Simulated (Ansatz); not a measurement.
Born–Oppenheimer molecular dynamics of a 20-atom Al₂O₃ cell at 10.40 Å³/atom, computed with Ansatz: Langevin thermostat at 1360 K, 200 steps of 2.0 fs, friction 0.015 1/fs. The run is short and the cell small, so it isn't an equilibrium average.

```yaml
crystal:
  lattice:
    - [5.589168, 0.09737, -0.025576]
    - [0.09737, 6.123159, -0.225164]
    - [-0.025576, -0.225164, 6.08777]
  atoms:
    - { symbol: Al, position: [0.5370551516, 0.9842870697, 0.1065159626] }
    - { symbol: Al, position: [0.0015230837, 0.1565091578, 0.3390271191] }
    - { symbol: Al, position: [0.8120063991, 0.570901361, 0.1840525679] }
    - { symbol: Al, position: [0.3012593161, 0.0667554356, 0.7020393745] }
    - { symbol: Al, position: [0.2846381081, 0.6634524529, 0.8317385747] }
    - { symbol: Al, position: [0.2878150508, 0.6846434025, 0.3616791557] }
    - { symbol: Al, position: [0.7581903282, 0.397305527, 0.7670824727] }
    - { symbol: Al, position: [0.7847035535, 0.8210253762, 0.6349729765] }
    - { symbol: O, position: [0.117768781, 0.7666413333, 0.62870921] }
    - { symbol: O, position: [0.6725018737, 0.5605852261, 0.4825628097] }
    - { symbol: O, position: [0.2921669702, 0.011755744, 0.3969713767] }
    - { symbol: O, position: [0.5145064425, 0.880153052, 0.7944285869] }
    - { symbol: O, position: [0.3253483393, 0.3809594242, 0.7922616256] }
    - { symbol: O, position: [0.7211592064, 0.1871729334, 0.0098615019] }
    - { symbol: O, position: [0.4335314864, 0.7124477632, 0.0964607295] }
    - { symbol: O, position: [0.1273712143, 0.4437753908, 0.2783301392] }
    - { symbol: O, position: [0.8406405083, 0.6306802162, 0.9009435675] }
    - { symbol: O, position: [0.1902543285, 0.0159078026, 0.9641892412] }
    - { symbol: O, position: [0.8175634909, 0.8848633762, 0.2940906614] }
    - { symbol: O, position: [0.9328225388, 0.159111099, 0.614438655] }
  symmetry: { detect: false }
basis:
  ecutwfc: 420
  xc_grid: 1
kpoints:
  mp_grid: { grid: [1, 1, 1], shift: [0.0, 0.0, 0.0] }
hamiltonian:
  xc: pbe
scf:
  occupations: { method: fermi_dirac, width: 0.1172 }
  lower_state_search: "off"
  convergence: { dr2_threshold: 1.0e-05 }
output:
  forces: true
  stress: true
md:
  timestep: 2.0
  n_steps: 200
  ensemble: nvt_langevin
  friction: 0.015
  temperature: 1360.0
  initial_velocities: maxwell_boltzmann
  seed: 68508
```

```bash
ansatz run input.yaml --threads 2 --pin off --max-ram 5120MiB --backend cpu --events-out ev --progress --plain --runs-dir out
```

All numbers below come from DFT PBE, scalar-relativistic, plane waves, PAW (Ansatz).

6 frames, positions in Å (not wrapped into the cell) and forces in eV/Å:

```xyz
20
Lattice="5.589 0.097 -0.026 0.097 6.123 -0.225 -0.026 -0.225 6.088" Properties=species:S:1:pos:R:3:forces:R:3 pbc="T T T" time_fs=0.0 temperature_K=1292 free_energy_over_first_frame_eV=0.000
Al    3.095    6.055    0.413   -1.790    1.130   -0.450
Al    0.015    0.882    2.029    1.850   -1.010   -3.750
Al    4.589    3.533    0.971   -0.240    0.950    1.590
Al    1.672    0.280    4.251   -3.660    3.130    1.100
Al    1.634    3.903    4.907    0.110   -0.010    3.080
Al    1.666    4.139    2.040   -0.030    0.250    0.010
Al    4.257    2.334    4.561   -1.660   -5.050   -1.560
Al    4.450    4.961    3.661    1.850    0.240   -0.700
O     0.717    4.564    3.652   -0.790   -0.680   -2.880
O     3.801    3.389    2.794   -0.580   -0.120    0.250
O     1.624    0.011    2.407    2.090    0.310   -0.390
O     2.941    5.261    4.625    3.840   -0.250   -3.890
O     1.835    2.186    4.729    2.120   -0.690   -1.780
O     4.049    1.214   -0.001    0.500    3.610    1.520
O     2.490    4.383    0.416    0.450   -3.130    3.740
O     0.748    2.667    1.591   -2.940   -0.150   -0.440
O     4.737    3.741    5.321    1.580    0.070    0.760
O     1.040   -0.101    5.861    0.100    0.160    2.330
O     4.648    5.432    1.570   -0.730   -0.100    0.080
O     5.213    0.927    3.681   -2.070    1.350    1.380
20
Lattice="5.589 0.097 -0.026 0.097 6.123 -0.225 -0.026 -0.225 6.088" Properties=species:S:1:pos:R:3:forces:R:3 pbc="T T T" time_fs=80.0 temperature_K=1414 free_energy_over_first_frame_eV=-4.004
Al    3.308    6.094    0.714   -0.730   -0.120   -1.050
Al    0.315    1.054    1.251    0.350   -3.050    0.410
Al    4.486    3.377    0.751   -1.350    1.550    4.020
Al    1.167    0.442    4.134   -0.050    1.480    0.910
Al    1.773    3.941    5.145   -0.590    0.760   -0.060
Al    1.708    3.939    2.259    0.950    2.030   -1.080
Al    3.812    2.252    4.183    0.300   -3.320    0.790
Al    4.535    4.728    3.704   -0.340    1.860   -0.400
O     0.749    4.690    3.739    1.810   -1.980   -0.160
O     3.290    3.442    2.998    1.210    1.590   -0.290
O     1.784    0.119    2.367    0.240    0.370    0.110
O     3.566    5.581    4.875   -1.700   -0.630   -0.310
O     2.057    2.181    4.727    0.250   -0.190   -0.840
O     3.972    1.665    0.906    2.010   -1.190    0.320
O     2.644    4.213    0.584   -0.380   -0.220    1.720
O     0.723    2.691    1.661   -2.200    0.190   -0.860
O     4.785    3.303    5.240    1.040    0.740   -3.760
O     1.168    0.003    5.934   -0.740    0.140    1.230
O     4.768    5.161    1.538   -0.360   -0.240    0.380
O     5.051    1.039    3.794    0.280    0.230   -1.080
20
Lattice="5.589 0.097 -0.026 0.097 6.123 -0.225 -0.026 -0.225 6.088" Properties=species:S:1:pos:R:3:forces:R:3 pbc="T T T" time_fs=160.0 temperature_K=1755 free_energy_over_first_frame_eV=-5.829
Al    3.017    6.261    0.470    2.350   -0.490    0.260
Al    0.321    0.585    1.740    0.270    0.770   -0.650
Al    4.725    3.308    1.099   -1.070    0.030   -0.670
Al    1.687    0.190    4.307    0.240    1.010   -1.140
Al    1.550    3.543    5.254   -0.820   -0.570   -1.640
Al    1.904    3.794    2.119    3.010    1.570    1.290
Al    4.231    2.071    4.344   -0.230    0.990    1.010
Al    4.663    5.078    3.436    0.480   -0.330    0.580
O     1.097    4.483    3.629   -0.260    0.170    1.780
O     3.896    3.433    2.781   -1.380   -0.930    1.160
O     2.027    0.085    2.448   -0.440    0.530   -1.450
O     3.410    5.661    4.533    0.760   -0.390    0.310
O     2.507    2.114    4.701   -2.330   -0.340   -1.290
O     4.087    1.628    0.453    1.170   -1.150    2.320
O     2.750    4.212    0.482   -1.440    0.070    1.310
O     0.755    2.583    1.935   -1.800   -1.780   -2.600
O     5.129    3.357    5.332    2.360    0.200    0.450
O     1.338    0.034    6.049   -3.110    0.360    1.350
O     4.882    5.247    1.673    1.200    1.030   -2.440
O     5.314    0.875    3.610    1.030   -0.740    0.050
20
Lattice="5.589 0.097 -0.026 0.097 6.123 -0.225 -0.026 -0.225 6.088" Properties=species:S:1:pos:R:3:forces:R:3 pbc="T T T" time_fs=240.0 temperature_K=1899 free_energy_over_first_frame_eV=-4.772
Al    3.665    5.717    0.406   -2.670    1.950   -1.530
Al    0.702    0.634    1.329    0.450   -0.030   -0.990
Al    4.811    3.431    0.814    0.840   -2.540   -0.780
Al    1.810   -0.191    4.074    1.230    1.410    1.590
Al    1.660    2.836    5.331    2.580   -0.780   -2.020
Al    2.150    3.872    2.012   -0.150   -0.060    0.650
Al    4.459    1.099    4.771   -1.760    2.240    0.580
Al    4.885    4.765    3.208    2.120    1.700    1.510
O     1.291    4.141    3.644   -0.480    1.020   -0.500
O     3.806    3.661    2.512    1.820   -2.160   -1.280
O     2.266   -0.361    2.171   -0.560    0.630    0.730
O     3.734    5.362    4.454    1.880    0.560    0.600
O     2.712    1.560    4.423   -0.810    1.320   -0.530
O     4.562    1.262    0.502   -0.150    0.430    0.100
O     3.167    3.746    0.189   -1.760    1.660    0.460
O     0.916    2.714    1.308    1.300   -0.660    0.700
O     5.570    2.860    5.125   -3.240   -0.250    0.540
O     1.780   -0.080    5.955   -1.910   -0.080    1.360
O     5.295    5.425    1.288   -1.650   -4.850   -0.470
O     5.485    0.588    3.508    2.930   -1.500   -0.710
20
Lattice="5.589 0.097 -0.026 0.097 6.123 -0.225 -0.026 -0.225 6.088" Properties=species:S:1:pos:R:3:forces:R:3 pbc="T T T" time_fs=320.0 temperature_K=1535 free_energy_over_first_frame_eV=-6.118
Al    3.599    5.661    0.258   -1.020    0.500    0.760
Al    0.661    0.308    1.455    2.170    0.480   -3.170
Al    4.987    2.836    0.888    0.120   -0.140   -0.140
Al    1.981   -0.134    4.042    1.040   -1.560    1.550
Al    1.790    2.760    5.039   -2.210    1.230    1.590
Al    2.502    3.504    2.069   -1.330    0.320   -0.310
Al    4.415    1.393    3.796    0.400    1.640    1.110
Al    5.186    4.770    3.072    0.120   -0.980    1.180
O     1.549    4.114    3.839   -0.670    0.020   -1.150
O     4.268    3.194    2.813   -1.400   -1.570    0.050
O     2.444   -0.644    2.064   -0.050   -1.260    1.330
O     3.978    5.625    4.362    1.640   -0.080   -0.950
O     2.529    1.551    4.179    2.850   -0.660   -2.920
O     4.457    0.987    1.318    0.490    0.890   -1.180
O     3.114    3.411    0.159    0.040    1.300    1.770
O     1.107    2.305    1.691   -0.010    0.090   -0.670
O     5.477    2.428    5.224    0.840   -0.780   -1.020
O     1.767   -0.047    5.948   -0.660   -0.740    0.420
O     5.209    4.702    1.255    0.350    0.760   -1.770
O     6.032    0.278    3.137   -2.720    0.550    3.530
20
Lattice="5.589 0.097 -0.026 0.097 6.123 -0.225 -0.026 -0.225 6.088" Properties=species:S:1:pos:R:3:forces:R:3 pbc="T T T" time_fs=400.0 temperature_K=1564 free_energy_over_first_frame_eV=-5.326
Al    3.791    5.401    0.247   -0.570    0.600    1.140
Al    0.738    0.349    1.151   -0.960   -1.220   -0.500
Al    5.048    2.754    0.500   -0.590   -0.760    2.640
Al    2.422   -0.430    4.077    0.620    0.270   -0.720
Al    1.977    2.565    4.752    3.770   -1.780    2.500
Al    2.396    3.354    2.008    0.830   -1.010   -1.630
Al    5.009    1.581    3.747   -1.500   -3.410    0.530
Al    5.052    4.480    3.062    0.100    0.980   -0.190
O     1.557    3.641    3.533   -0.170    2.790   -1.090
O     4.452    2.739    2.727   -0.910    4.720   -2.960
O     2.924   -0.902    2.333   -1.040   -1.120   -0.240
O     4.117    4.985    4.621    0.410   -1.560   -2.750
O     3.193    1.254    3.918   -2.570    0.640    2.060
O     4.554    0.897    0.603    1.680    0.580    0.340
O     3.037    3.344    0.259    0.710    0.130   -1.210
O     1.151    2.016    1.471    0.230    1.140    0.020
O     5.899    2.380    5.018   -1.510   -0.470    1.020
O     1.799   -0.302    5.702   -0.600   -0.290    3.280
O     5.274    4.538    1.191    0.820   -0.390   -2.020
O     5.812    0.091    3.154    1.240    0.140   -0.210
```

Over the second half the temperature averages 1654 K and the pressure (kinetic part included, positive in compression) -5.0 GPa. Mean square displacements at the end: Al 0.21 Å², O 0.33 Å² (from the start of this run, the atoms' common shift taken off).

One k point is coarse for so small a cell, so forces and above all the pressure are rough.

It took 2.4 min on 2 threads of Intel(R) Xeon(R) Processor @ 2.70GHz, with other jobs on the host, peak memory 0.36 GiB.